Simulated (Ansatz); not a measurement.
Ge, 2 atoms in the cell. The structure is tetragonal, space group I4_1/amd (No. 141). The conventional cell has a = 5.149 Å, b = 5.149 Å, c = 2.795 Å, α = 90.00°, β = 90.00°, γ = 90.00°. Ge (site symmetry -4m2) is surrounded by 6 Ge at 2.67 to 2.79 Å. This isn't the form of Ge at room conditions, which is diamond.

```yaml
Program: Ansatz 0.2.0
Task: band structure
Functional: PBEsol
Potentials_or_basis: Ansatz PAW
Cutoff: "420 eV (not typed: the program's choice for these potentials)"
k_mesh: 11 × 11 × 11
Occupations: fermi-dirac, width 0.05 eV
Spin: no spin polarisation
Path: "[[\"G\", \"X\", \"M\", \"G\", \"Z\", \"P\", \"N\", \"Z1\", \"M\"], [\"X\", \"P\"]]"
Points_for_each_segment_of_the_path: 14
```

Potentials or basis: Ansatz PAW.

Run with:

```console
$ ansatz run input.yaml --threads 2 --pin off --max-ram 5632MiB --backend cpu --events-out ev --progress --plain --runs-dir out
```

Hardware: 2 threads of Arm Neoverse V1, on a shared host.

Question: Estimate the wall time of this run.

Answer: Run time: 4.8 s on 2 threads of Arm Neoverse V1, on a shared host, peak memory 0.35 GiB. Counts: scf iterations 6, plane waves 733, k points 126, bands 20.
